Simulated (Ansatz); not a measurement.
Runs of Ansatz 0.2.0 on NiO. It takes space group Fm-3m (No. 225, cubic). Conventional cell: a = 4.172 Å, b = 4.172 Å, c = 4.172 Å, α = 90.00°, β = 90.00°, γ = 90.00°. Around Ni (site symmetry m-3m) lie 6 O at 2.09 Å. O (site symmetry m-3m) is surrounded by 6 Ni at 2.09 Å. 

| task | level | cell | k mesh | smearing | q mesh | points for each segment of the path | atoms under strain | gap on the mesh (eV) | pressure (GPa) | moment (μB) | relaxed volume (Å³/atom) |
| --- | --- | --- | --- | --- | --- | --- | --- | --- | --- | --- | --- |
| relaxation of cell and atoms | RPBE+D4 | relaxed | 11 × 11 × 11 | fermi-dirac 0.05 eV | - | - | - | - | 0.0 | 1.89 | 9.43 |
| phonons | PBEsol | as given | 8 × 8 × 8 | fermi-dirac 0.05 eV | 2 × 2 × 2 | 8 | - | none | - | 1.11 | - |
| single point | RPBE | as given | 11 × 11 × 11 | gaussian 0.1 eV | - | - | - | none | 13.3 | 1.83 | - |
| relaxation of cell and atoms | revPBE+D3(BJ) | relaxed | 11 × 11 × 11 | fermi-dirac 0.05 eV | - | - | - | - | 0.0 | 1.84 | 9.26 |
| single point | PBEsol | as given | 11 × 11 × 11 | gaussian 0.05 eV | - | - | - | none | (a) | (b) | - |
| single point | RPBE | as given | 11 × 11 × 11 | gaussian 0.02 eV | - | - | - | none | 13.3 | 1.84 | - |
| relaxation of cell and atoms | PBEsol+D3(BJ) | relaxed | 11 × 11 × 11 | fermi-dirac 0.05 eV | - | - | - | - | 0.0 | (c) | 8.65 |
| elastic constants | PBEsol | as given | 8 × 8 × 8 | fermi-dirac 0.05 eV | - | - | clamped | none | -9.5 | 1.11 | - |

Alike in all rows: potentials or basis Ansatz PAW; spin collinear, ferromagnetic start; cutoff (eV) 420.

Question: Estimate the missing entries.

Answer: (a) -7.7; (b) 1.37; (c) 1.26.

Caveats: a cell with one magnetic atom can't hold antiferromagnetic order, which such compounds often take; the PAW data sets come from PBE, with cores solved anew for the run's functional, which leaves a small shift of forces and pressure; semilocal functionals often make such compounds metallic where correlation or magnetic order opens a gap, which also shifts bond lengths (some runs); the plane-wave basis is chosen anew once the cell has moved, so the energies of steps on either side of that aren't comparable (some runs); some modes are imaginary (some runs); the cell is more than 3 GPa from zero pressure, which shifts response properties (some runs); elastic constants of metals need much finer meshes, so these are rough (some runs).

A gap of «none» marks a metal or a gap under the smearing width.

Runs at the PBE level aren't shown here.
